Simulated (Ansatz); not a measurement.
Theory: DFT PBE, scalar-relativistic, plane waves, PAW in Ansatz. Settings: cutoff 420 eV, Γ-centred meshes spaced at most about 0.3 Å⁻¹, and about 0.25 Å⁻¹ or finer for metals (2π included), Gaussian smearing. No spin polarisation in the final relaxations.

All energies are static (0 K, no zero-point motion).

Two forms of Cu₃O were relaxed alike.

A. Space group Im-3m (No. 229), cubic, a = 4.631 Å. Around Cu lie 2 O at 2.32 Å and 4 Cu at 2.32 Å; O is surrounded by 6 Cu at 2.32 Å.

B. Space group P6/mmm (No. 191), hexagonal, a = 4.780 Å, c = 2.404 Å. Around Cu lie 6 Cu at 2.39–2.40 Å and 4 O at 2.68 Å; O is surrounded by 2 O at 2.40 Å and 12 Cu at 2.68 Å.

Task: Which would you expect to be lower, and how large is the difference?

Result: A is lower, by 194 meV/atom. A has space group Im-3m (No. 229), 12.4 Å³/atom and no gap on its mesh; B has space group P6/mmm (No. 191), 11.9 Å³/atom and no gap. Counting Cu atoms around O (those within 1.25 times the shortest such distance or 1.15 times the sum of covalent radii, 1.27 where that leaves under three; the shortest distance is added where it exceeds 1.18 times the sum of covalent radii), A has O 6 and B has O 12 from 2.7 Å. The lower one is the more open, so pressure narrows the difference. Even the lower one lies +0.42 eV/atom against the reference forms of the elements (uncorrected), so neither is stable at this level. Both come from invented guesses. A third cell relaxed alike, in Pm-3m, lies 222 meV/atom below the lower of the two.

In Im-3m, P6/mmm an odd number of electrons in the primitive cell allows no gap without spin; a larger cell or a magnetic state could open one. No Hubbard U is applied to the 3d shell of Cu. Cells relaxed within their symmetry can be saddle points.

The preference for A probably comes from its better Cu–O bonding. Its contacts at 2.32 Å are already long for a copper oxide, but at 2.68 Å in B covalent overlap is weaker still, and twelve such neighbours apparently don't make up for it. B also strings the oxygens into chains at 2.40 Å, far too long for a peroxide bond yet close enough for filled 2p shells to repel.

A is itself a poor compromise. Its symmetry ties Cu–O and Cu–Cu to the same length, which stretches the former and squeezes the latter below the spacing in copper metal. Neither form offers the short, linear O–Cu–O links that Cu(I) favours in Cu₂O, which helps explain why both lie above the elements.

The ordering therefore ranks two strained arrangements and doesn't identify the ground state, as the Pm-3m cell is lower still. Separation into copper and Cu₂O is the natural competing outcome for so metal-rich a composition.
